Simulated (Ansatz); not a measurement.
**TiSi2: enthalpy under pressure, worked through**

Computed with DFT PBE, scalar-relativistic, plane waves, PAW (Ansatz 0.2.0). (420 eV cutoff, 10×10×10 k-mesh, Gaussian smearing of 0.10 eV, no spin polarisation)

Reference structure (relaxed):

```
Ti Si
1.0
     1.77380   -6.78034    0.00000
     1.77380    6.78034    0.00000
     0.00000    0.00000    3.57922
Ti Si
2 4
Direct
  0.89682 0.10318 0.75000
  0.10318 0.89682 0.25000
  0.55915 0.44085 0.75000
  0.44085 0.55915 0.25000
  0.24983 0.75017 0.75000
  0.75017 0.24983 0.25000
```

Cell and atoms were relaxed at each target pressure within the start's symmetry (Cmcm), at zero temperature; other phases can be more stable under pressure. H = E + PV with P the target; E is the free energy at the smearing used, whose derivative the pressure is, per atom and counted from zero pressure. The mesh named is that at zero pressure; some other pressures ran on another.

| P (GPa) | V (Å³/atom) | E − E0 (meV) | H − H0 (meV) |
| --- | --- | --- | --- |
| 0 | 14.349 | 0.0 | 0.0 |
| 1 | 14.238 | 0.3 | 89.2 |
| 4 | 13.927 | 5.1 | 352.8 |
| 12 | 13.242 | 38.6 | 1030.4 |
| 25 | 12.407 | 133.2 | 2069.2 |
| 50 | 11.302 | 385.6 | 3912.8 |
| 90 | 10.163 | 873.0 | 6581.7 |

Task: Thermodynamics gives dH/dP = V along a relaxed path. Integrate V over P by the trapezoid rule and compare with the computed enthalpies.

Result: With 1 eV/Å³ = 160.22 GPa, each step adds the mean volume times ΔP / 160.22:
```
P (GPa)  ∫V dP (meV) H − H0 (meV) difference (meV)
      1         89.2          89.2               0.0
      4        352.9         352.8               0.1
     12       1031.2        1030.4               0.8
     25       2071.7        2069.2               2.6
     50       3921.5        3912.8               8.7
     90       6601.0        6581.7              19.3
```

V(P) curves upward, so the trapezoid rule runs high; integrating a smooth curve through the same points (P as a polynomial of degree 4 in ln V) puts that excess at about 19.3 meV at 90 GPa, against the 19.3 meV found.

Task: At 90 GPa, how much of the enthalpy change is stored energy and how much is the PV term?

Result: E rises by 873 meV/atom and PV is 90 × 10.163 / 160.22 = 5709 meV/atom, so PV makes 87 % of ΔH. So between rival structures at high pressure a small difference in volume can outweigh the difference in energy: 1 % of this volume is worth 57.1 meV/atom at this pressure.

Task: What bulk modulus do the lowest pressures give?

Result: From the pressures that the runs reached, -1.00 GPa (14.465 Å³) and 1.00 GPa (14.238 Å³), B = −ΔP/Δln V = 2.00 / 0.0158 = 126 GPa, a mean over that range.

This form isn't the usual stable structure of the compound.